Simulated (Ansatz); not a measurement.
Crystal: Pb.

```
CELL_PARAMETERS angstrom
0.00000 2.47502 2.47502
2.47502 0.00000 2.47502
2.47502 2.47502 0.00000
ATOMIC_POSITIONS crystal
Pb 0.00000 0.00000 0.00000
```

| Property | Result |
| --- | --- |
| Program | Ansatz 0.2.0 |
| Task | relaxation of cell and atoms |
| Functional | LDA |
| Potentials or basis | Ansatz PAW |
| Cutoff | 420 eV (not typed: the program's choice for these potentials) |
| k mesh | 9 × 9 × 9 |
| Occupations | fermi-dirac, width 0.05 eV |
| Spin | no spin polarisation |

At the start: volume 30.32 Å³/atom.

Question: Where does the relaxation end?

Answer: It ends after 4 steps and the volume is 29.01 Å³/atom (-4.3 %); space group Fm-3m (No. 225, to 0.05 Å).

The path:
```
step  energy change (eV)  largest force (eV/Å)  volume (Å³)
   1              0.0000                0.0000        30.32
   2             -0.0095                0.0000        28.85
   3             -0.0096                0.0000        29.01
   4             -0.0094                0.0000        29.01
```

Final structure:
```
CELL_PARAMETERS angstrom
0.00000 2.43877 2.43877
2.43877 0.00000 2.43877
2.43877 2.43877 0.00000
ATOMIC_POSITIONS crystal
Pb 0.00000 0.00000 0.00000
```

The cell as given is a measured one (30.32 Å³/atom); LDA puts the equilibrium volume -4.3 % from it, thermal expansion not counted.

Caveat: the plane-wave basis is chosen anew once the cell has moved, so the energies of steps on either side of that aren't comparable; the PAW data sets come from PBE, with cores solved anew for the run's functional, which leaves a small shift of forces and pressure.
